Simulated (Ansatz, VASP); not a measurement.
Two plane-wave programs on HfO2

Contents of INCAR:

```
SYSTEM = HfO2
  ALGO = Normal
  EDIFF = 1E-6
  ENCUT = 520
  GGA = PS
  ISIF = 2
  ISMEAR = 0
  LASPH = .TRUE.
  LCHARG = .TRUE.
  LELF = .TRUE.
  LREAL = .FALSE.
  LVHAR = .TRUE.
  LWAVE = .FALSE.
  NBANDS = 18
  NELM = 100
  PREC = Accurate
  SIGMA = 0.05
```

Contents of KPOINTS:

```
k-points
0
G
  8 8 8
  0 0 0
```

File POSCAR:

```
HfO2
1.0
    0.0680193340      2.5565315553      2.5565315553
    2.5565315553      0.0680193340      2.5565315553
    2.5565315553      2.5565315553      0.0680193340
Hf O
1 2
Direct
    0.0000000000      0.0000000000      0.0000000000
    0.2500000000      0.2500000000      0.2500000000
    0.7500000000      0.7500000000      0.7500000000
```

Input for Ansatz:

```yaml
crystal:
  lattice:
    - [0.068019334, 2.5565315553, 2.5565315553]
    - [2.5565315553, 0.068019334, 2.5565315553]
    - [2.5565315553, 2.5565315553, 0.068019334]
  atoms:
    - { symbol: Hf, position: [0.0, 0.0, 0.0] }
    - { symbol: O, position: [0.25, 0.25, 0.25] }
    - { symbol: O, position: [0.75, 0.75, 0.75] }
basis:
  ecutwfc: 520.0
kpoints:
  mp_grid: { grid: [8, 8, 8] }
hamiltonian:
  xc: pbesol
  pseudopotentials: { kind: paw, azcp: { folder: soft_1 } }
scf:
  occupations: { method: gaussian, width: 0.05 }
output:
  forces: true
  stress: true
  eigenvalues: true
```

Alike in both runs: task single point; functional PBEsol; k mesh 8 × 8 × 8; occupations gaussian, width 0.05 eV; no spin polarisation.

|  | VASP | Ansatz |
| --- | --- | --- |
| version | VASP 6.6.1 | Ansatz 0.2.0 |
| potentials or method | VASP PAW PBE potentials, release 64 (Hf_pv, O) | scalar-relativistic, plane waves, PAW |
| plane-wave cutoff (eV) | 520 | 520 |
| valence electrons in the cell | 22 | 38 |

```tsv
	VASP	Ansatz	Ansatz less VASP
gap on the k mesh at the Fermi level (eV)	3.73	3.71	-0.022
least direct gap on the mesh (eV)	3.73	3.71	-0.022
pressure (GPa)	-3.3	0.5	+3.78
largest component of the traceless stress (GPa)	2.28	2.39	+0.111
rms of the force components (eV/Å)	0.134	0.147	+0.0132
```

Atom by atom the forces differ by 0.013 eV/Å (rms over components). The two sets of potentials don't hold the same shells in valence. Ansatz warned: «pseudo_functional_mismatch».

Caveats: the PAW data sets were made with another functional, which shifts forces and pressure a little (VASP); spin-orbit coupling is left out, which moves the levels of the heavy elements. A k mesh can miss the band edges.
